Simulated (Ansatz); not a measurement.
KBr:

```
CELL_PARAMETERS angstrom
0.00000 3.30000 3.30000
3.30000 0.00000 3.30000
3.30000 3.30000 0.00000
ATOMIC_POSITIONS crystal
Br 0.50000 0.50000 0.50000
K 0.00000 0.00000 0.00000
```

Base run:

* Program: Ansatz 0.2.0
* Functional: HSE(alpha, omega)
* Potentials or basis: all-electron PAW datasets made for the crystal
* Cutoff: 220 eV (chosen from the basis error)
* k mesh: 4 × 4 × 4
* Occupations: fermi-dirac, width 0.05 eV
* Spin: no spin polarisation

Its results: band gap on the k mesh 5.78 eV, direct; pressure 0.5 GPa.

Problem. The run is repeated on the same cell with these changes: screening of exact exchange from 0.15 1/A to 0.3 1/A. What comes out?

Solution. Band gap on the k mesh 5.38 eV, direct; pressure 0.5 GPa.

